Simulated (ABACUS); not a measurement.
Crystal: Au.

```
Au
1.0
     0.00000    2.03500    2.03500
     2.03500    0.00000    2.03500
     2.03500    2.03500    0.00000
Au
1
Direct
  0.00000 0.00000 0.00000
```

```yaml
Program: ABACUS 3.10.1
Task: relaxation of cell and atoms
Functional: revPBE
Potentials_or_basis: PseudoDojo NC SR 0.5 PBE standard
Cutoff: 1034 eV
Density_cutoff: 4136 eV
Basis: plane waves
k_mesh: 9 × 9 × 9
Occupations: fermi-dirac, width 0.05 eV
Spin: no spin polarisation
```

At the start: pressure 13.2 GPa; volume 16.85 Å³/atom.

Problem. How do energy, volume and symmetry change on relaxing?

Solution. Over 6 steps the energy falls by 52.1 meV/atom and the volume is 18.24 Å³/atom (+8.2 %); space group Fm-3m (No. 225, to 0.05 Å).

Step by step:
| step | energy change (eV) | largest force (eV/Å) | pressure (GPa) | volume (Å³) |
| --- | --- | --- | --- | --- |
| 1 | 0.0000 | 0.0000 | 13.19 | 16.85 |
| 2 | 0.0447 | 0.0000 | -11.48 | 20.61 |
| 3 | -0.0520 | 0.0000 | -0.33 | 18.29 |
| 4 | -0.0520 | 0.0000 | -0.42 | 18.29 |
| 5 | -0.0520 | 0.0000 | 0.49 | 18.18 |
| 6 | -0.0521 | 0.0000 | -0.06 | 18.24 |

Final structure:
```cif
data_structure
_symmetry_space_group_name_H-M 'P 1'
_symmetry_Int_Tables_number 1
_cell_length_a 2.9549
_cell_length_b 2.9549
_cell_length_c 2.9549
_cell_angle_alpha 60.000
_cell_angle_beta 60.000
_cell_angle_gamma 60.000
_cell_volume 18.24
loop_
_atom_site_label
_atom_site_type_symbol
_atom_site_fract_x
_atom_site_fract_y
_atom_site_fract_z
_atom_site_occupancy
Au1 Au 0.00000 0.00000 0.00000 1
```

Caveat: the potentials were made for another functional, which shifts forces and pressure.
